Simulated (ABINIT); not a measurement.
Crystal: CdS (Greenockite).

```
CELL_PARAMETERS angstrom
4.15000 0.00000 0.00000
-2.07500 3.59401 0.00000
0.00000 0.00000 6.73700
ATOMIC_POSITIONS crystal
Cd 0.66667 0.33333 0.50000
Cd 0.33333 0.66667 0.00000
S 0.66667 0.33333 0.87500
S 0.33333 0.66667 0.37500
```

Base run:

| Item | Value |
| --- | --- |
| Program | ABINIT 10.8.3 (patched build) |
| Functional | PBE |
| Potentials or basis | PseudoDojo NC SR PBE v0.4.1 standard |
| Cutoff | 1388 eV |
| k mesh | 5 × 5 × 3 |
| Occupations | fermi-dirac, width 0.05 eV |
| Spin | no spin polarisation |

Its results: band gap on the k mesh 1.19 eV, direct; largest force 0.065 eV/Å.

The run is repeated on the same cell with these changes: functional from PBE to PBEsol; potentials or basis from PseudoDojo NC SR PBE v0.4.1 standard to PseudoDojo NC SR PBEsol v0.4.1 standard; cutoff from 1388 eV to 1279 eV. What comes out?

Band gap on the k mesh 1.05 eV, direct; largest force 0.062 eV/Å.

